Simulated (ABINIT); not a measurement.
SnSe:

```xyz
2
Lattice="0.0000 3.0100 3.0100 3.0100 0.0000 3.0100 3.0100 3.0100 0.0000" Properties=species:S:1:pos:R:3 pbc="T T T"
Sn    0.0000    0.0000    0.0000
Se    3.0100    3.0100    3.0100
```

Measurements of this composition are mostly on another form, of space group No. 62.

Base run:

- Program: ABINIT 10.8.3 (patched build)
- Functional: PBE
- Potentials or basis: JTH PAW PBE v2.0
- Cutoff: 599 eV
- k mesh: 8 × 8 × 8
- Occupations: fermi-dirac, width 0.05 eV
- Spin: no spin polarisation

Its results: pressure 0.9 GPa.

Task: After a change of settings the same cell gave: pressure -1.9 GPa. Which change was it?
A. functional from PBE to r2SCAN; cutoff from 599 eV to 707 eV; fine-grid cutoff from 1197.3 eV to 1306.15 eV
B. functional from PBE to WC; spin from no spin polarisation to spin-orbit coupling, no magnetisation
C. k mesh from 8 × 8 × 8 to 5 × 5 × 5

Result: B.

Caveats: the PAW data sets were made with another functional, which shifts forces and pressure a little (some runs).
